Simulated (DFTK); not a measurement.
The system is GaAs.

```
CELL_PARAMETERS angstrom
0.00000 2.82685 2.82685
2.82685 0.00000 2.82685
2.82685 2.82685 0.00000
ATOMIC_POSITIONS crystal
As 0.75000 0.75000 0.75000
Ga 0.00000 0.00000 0.00000
```

Program: DFTK 0.8.2. Alike in all runs: potentials or basis SG15 1.2 (PBE); no spin polarisation; cell as given; cutoff (eV) 1225; smearing fermi-dirac 0.05 eV.

**Question.** Order these runs on this cell by their band gap on the k mesh, lowest first.
A. level PBE0; k mesh 2 × 2 × 2; SCF tolerance on the density 1e-05; symmetries used no; mesh quality coarse
B. level BJ06; k mesh 5 × 5 × 5; SCF tolerance on the density 1e-06; SCF solver ScfAndersonSolver; mesh quality not flagged
C. level HSE06; k mesh 2 × 2 × 2; SCF tolerance on the density 1e-05; symmetries used no; mesh quality coarse

**Answer.** B (0.30 eV), C (1.60 eV), A (2.36 eV).

Caveats: some runs use coarse meshes; this program's HSE differs a little from the usual definition (some runs); the program leaves the constant c of mgga_x_tb09 at 1, so the potential is Becke-Johnson's (BJ06) and not Tran and Blaha's, with levels but no total energy (some runs).

A k mesh can miss the band edges.

Not every run made on this cell is shown here.
